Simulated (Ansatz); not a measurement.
# CaSe (Fm-3m): G0W0 and the choice of datasets

```xyz
2
Lattice="0.0000 2.8564 2.8564 2.8564 0.0000 2.8564 2.8564 2.8564 0.0000" Properties=species:S:1:pos:R:3 pbc="T T T"
Ca    0.0000    0.0000    0.0000
Se    2.8564    2.8564    2.8564
```

Held fixed (Ansatz):

```yaml
orbitals: PBE
k_mesh: 4×4×4
empty_bands: 300
response_cutoff: 200 eV
frequencies: plasmon pole, fitted at 0 and 15.38i eV
q_→_0_term: analytic weight of Carrier, Rohra and Görling
band_sums: cut at the band count
spin-orbit_coupling: off
```

The gap is read from Γ to k = (0, -0.5, -0.5), linearised, between the Kohn-Sham band edges among the points solved. The direct gap is read between the top filled and lowest empty Kohn-Sham band at Γ. ε∞ is the electronic dielectric constant on this mesh.

```tsv
datasets, wave cutoff	KS gap (eV)	G0W0 gap (eV)	direct at Γ (eV)	ε∞
all-electron, 3300 eV	1.74	3.22	5.54	6.4
hard PAW, 700 eV	1.73	3.24	5.56	6.4
hand-made PAW, accurate, 620 eV	1.73	3.23	5.54	6.4
JTH PAW, 700 eV	1.72	3.31	5.66	6.4
soft PAW (1st gen.), 420 eV	1.73	3.28	5.64	6.4
norm-conserving, 1170 eV	1.74	3.98	6.29	6.4
```

Farthest from all-electron, 3300 eV in the G0W0 gap: norm-conserving, 1170 eV (+0.76 eV). The nearest differs by 0.007 eV.

The cell is a model at fixed atoms and needn't be the relaxed known crystal. Soft PAW datasets can miss an all-electron G0W0 gap by more than 5 %. With norm-conserving pseudopotentials the core–valence exchange is only approximate, which can shift gaps by tenths of an eV and RPA lattice constants by most of a per cent. Points k are given in fractions of the reciprocal vectors. The mesh is coarse, so these are values at the stated settings, not converged ones. Band sums or response are cut, so the gap isn't at its basis limit. The gap is read on the mesh, and the crystal's band edges can lie off it. Meshes this coarse can overestimate the dielectric constant by a tenth and more.
